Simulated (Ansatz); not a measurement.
# Energy landscape near a HgTe structure

Method: Ansatz, DFT r2SCAN, scalar-relativistic, plane waves, PAW.

Settings: cutoff 500 eV, Γ-centred mesh 16×16×16 on the computed 2-atom cell, Gaussian smearing of 0.10 eV; no spin polarisation.

Reference cell:

```
Hg Te
1.0
    -3.04560    3.04560    1.55941
     3.04560   -3.04560    1.55941
     3.04560    3.04560   -1.55941
Hg Te
1 1
Direct
  0.25000 0.75000 0.50000
  0.00000 0.00000 0.00000
```

Each variant moves atoms of this cell by the vectors given, if any (Å), and then applies a symmetric strain (tensor components, Cartesian axes). The reference cell isn't relaxed at this level. Energies are per atom at zero smearing, counted from the lowest variant. Pressure is positive in compression.

1. strain (xx yy zz yz xz xy, %) -2.15 -2.15 3.85 0.00 0.00 0.00
2. strain (xx yy zz yz xz xy, %) 1.25 1.25 10.25 0.00 0.00 0.00
3. strain (xx yy zz yz xz xy, %) -0.85 -0.85 0.65 0.00 0.00 0.00

| result | ΔE (meV/atom) | P (GPa) |
| --- | --- | --- |
| A | 7.7 | -0.87 |
| B | 83.7 | -4.99 |
| C | 0.0 | -1.23 |

(1) Which variant gave which result?

Spin–orbit coupling is left out, which can shift energies with elements as heavy as these.

## Answers

(1) A is 3, B is 2, C is 1. The pressure falls as the cell grows: from the smallest volume to the largest the variants are 3, 1, 2.

This form isn't the usual stable structure of the compound.